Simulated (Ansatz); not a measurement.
# Nickel, simple cubic under RPBE: structure, energy and stiffness

What does RPBE give for nickel in the simple cubic structure? We relax it, solve it on a dense k-mesh, then scale the cell to 7 volumes from 88 to 112 % of the relaxed one and try a fit of the equation of state. Spin polarisation is left out, though the real metal is magnetic, so this state lies above the ground state. The k-meshes are 14×14×14 for the relaxation; 22×22×22 for the dense run; 22×22×22 for the volumes.

This is Ni in the simple cubic structure; at room conditions it is fcc.

Method: DFT RPBE, plane waves (420 eV) with PAW, scalar-relativistic; the PAW data stem from PBE, with regenerated cores, in Ansatz 0.2.0.

## 1. Starting point

The structure is cubic, space group Pm-3m (No. 221). Conventional cell: a = 2.278 Å, b = 2.278 Å, c = 2.278 Å, α = 90.00°, β = 90.00°, γ = 90.00°. Around Ni (site symmetry m-3m) lie 6 Ni at 2.28 Å.

Structure file:

```xyz
1
Lattice="2.2776 0.0000 0.0000 0.0000 2.2776 0.0000 0.0000 0.0000 2.2776" Properties=species:S:1:pos:R:3 pbc="T T T"
Ni    0.0000    0.0000    0.0000
```

## 2. Geometry optimisation

The input, input.yaml:

```yaml
crystal:
  lattice:
    - [2.2775907947, 0.0, 0.0]
    - [0.0, 2.2775907947, 0.0]
    - [0.0, 0.0, 2.2775907947]
  atoms:
    - { symbol: Ni, position: [0.0, 0.0, 0.0] }
hamiltonian:
  xc: rpbe
  pseudopotentials:
    kind: paw
    azcp:
      Ni: "pseudopotentials/Ni.paw.azcp"
basis:
  ecutwfc: 420
  fft_grid_basis: typed
kpoints:
  mp_grid: { grid: [14, 14, 14], shift: [0, 0, 0] }
magnetization:
  spin_polarized: false
scf:
  occupations: { method: fermi_dirac, width: 0.1 }
relax:
  max_steps: 60
  f_tol: 0.01
  cell: {}
output:
  write_density: true
  write_potential: true
  elf: true
  volumetric_format: npy
```

The runs that follow: Dense single point; At 88 % of the relaxed volume; At 92 % of the relaxed volume; At 96 % of the relaxed volume; At 100 % of the relaxed volume; At 104 % of the relaxed volume; At 108 % of the relaxed volume; At 112 % of the relaxed volume.

**Question.** What will these runs give? Wanted: space group; conventional cell; volume; shortest distance; gap on the mesh; relative to fcc, ferromagnetic; V₀, B₀, B₀′.

**Answer**, as computed:

```
                      quantity                         value
space group (spins left aside)               Pm-3m (No. 221)
             conventional cell                   a = 2.352 Å
                        volume                13.009 Å³/atom
             shortest distance                       2.352 Å
               gap on the mesh  none (levels filled in part)
relative to fcc, ferromagnetic                 +709 meV/atom
                   V₀, B₀, B₀′  12.951 Å³/atom, 132 GPa, 4.8
```

From the guessed start the volume grew by 10.1 % in 6 steps. Against the reference form of nickel (fcc, ferromagnetic, computed apart with the same settings) it stands 709 meV/atom higher; part of this is magnetic energy, as this run has no moments. Levels at the Fermi energy are filled in part, as in a metal. The fitted modulus is 132 GPa. Relaxation kept the symmetry; phonons were not checked.
